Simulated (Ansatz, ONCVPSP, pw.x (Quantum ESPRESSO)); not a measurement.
What a changed setting does to a pw.x run (bcc Zr)

Potential: optimised norm-conserving Vanderbilt (ONCV), ONCVPSP 4.0.1.1 (patched build), LDA (Perdew-Wang 92); core [Ar] 3d10, reference 4s2 4p6 4d2 5s2; waves: 4s+5s: rc 2.15 bohr, ncon 5, nbas 9, qcut 4.5 1/bohr, 2 projectors; 4p: rc 2.00 bohr, ncon 3, nbas 7, qcut 7.6 1/bohr, 2 projectors, debl 3.5 Ha; 4d: rc 2.60 bohr, ncon 4, nbas 9, qcut 6.4 1/bohr, 2 projectors, debl 2.4 Ha; local part: polynomial inside 1.85 bohr (lpopt 2, dvloc0 2 Ha); core correction: Teter function, fcfact 3.75, rcfact 1.25.

The reference run (k-mesh 13³, cutoffs 85/340 Ry, Fermi–Dirac 0.01 Ry, mixing_beta 0.4, conv_thr 1e-9, no spin) gives 0.05 GPa at 21.346 Å³/atom, where all-electron LAPW gives -0.43 GPa. This run, with its own iteration cap, changes diagonalization to cg.

```
&control
  calculation='scf', prefix='x', pseudo_dir='./', outdir='./tmp', tstress=.true., disk_io='none'
/
&system
  ibrav=0, nat=1, ntyp=1, ecutwfc=85, ecutrho=340, nbnd=14,
  occupations='smearing', smearing='fd', degauss=0.01
/
&electrons
  conv_thr=1e-09, mixing_beta=0.4, electron_maxstep=70, diagonalization='cg'
/
ATOMIC_SPECIES
Zr 1.0 Zr.UPF
CELL_PARAMETERS angstrom
  -1.74750665 1.74750665 1.74750665
  1.74750665 -1.74750665 1.74750665
  1.74750665 1.74750665 -1.74750665
ATOMIC_POSITIONS crystal
Zr 0.0000 0.0000 0.0000
K_POINTS automatic
13 13 13 0 0 0
```

```bash
pw.x < Zr.scf.in > Zr.scf.out
```

**Question.** How does the run end?

**Answer.** It converges in 8 iterations; the free energy moves by +0.0 meV/atom and the pressure by +0.01 GPa. The result is that of the reference run.

```
Message from routine setup:
     using ibrav=0 with symmetry is DISCOURAGED, use correct ibrav instead
     lattice parameter (alat)  =       5.7198  a.u.
     unit-cell volume          =     144.0499 (a.u.)^3
     number of electrons       =        12.00
     number of Kohn-Sham states=           14
     kinetic-energy cutoff     =      85.0000  Ry
     charge density cutoff     =     340.0000  Ry
     scf convergence threshold =      1.0E-09
     Exchange-correlation= SLA  PW   NOGX NOGC
     number of k points=    84  Fermi-Dirac smearing, width (Ry)=  0.0100
     iteration #  1     ecut=    85.00 Ry     beta= 0.40
     c_bands:  1 eigenvalues not converged
     total energy              =     -99.00970630 Ry
     estimated scf accuracy    <       0.01008659 Ry
     iteration #  2     ecut=    85.00 Ry     beta= 0.40
     total energy              =     -99.00986992 Ry
     estimated scf accuracy    <       0.00133456 Ry
     iteration #  3     ecut=    85.00 Ry     beta= 0.40
     total energy              =     -99.01025723 Ry
     estimated scf accuracy    <       0.00005918 Ry
     iteration #  4     ecut=    85.00 Ry     beta= 0.40
     total energy              =     -99.01024173 Ry
     estimated scf accuracy    <       0.00009182 Ry
     iteration #  5     ecut=    85.00 Ry     beta= 0.40
     total energy              =     -99.01025333 Ry
     estimated scf accuracy    <       0.00000263 Ry
     iteration #  6     ecut=    85.00 Ry     beta= 0.40
     total energy              =     -99.01025427 Ry
     estimated scf accuracy    <          3.0E-09 Ry
     iteration #  7     ecut=    85.00 Ry     beta= 0.40
     total energy              =     -99.01025427 Ry
     estimated scf accuracy    <          7.6E-09 Ry
     iteration #  8     ecut=    85.00 Ry     beta= 0.40
     the Fermi energy is    14.8617 ev
!    total energy              =     -99.01025427 Ry
     estimated scf accuracy    <          9.2E-10 Ry
     smearing contrib. (-TS)   =      -0.00733280 Ry
     The total energy is F=E-TS. E is the sum of the following terms:
     one-electron contribution =     -16.53947225 Ry
     hartree contribution      =      13.47581686 Ry
     xc contribution           =     -16.59332638 Ry
     ewald contribution        =     -79.34593970 Ry
     convergence has been achieved in   8 iterations
          total   stress  (Ry/bohr**3)                   (kbar)     P=        0.56
     Message from routine punch:
     Nothing written, as per user request (disk_io='none')
```

The run took about 42 s on one core of a shared host (Neoverse-V1, 64 threads, 503 GiB, load 21).
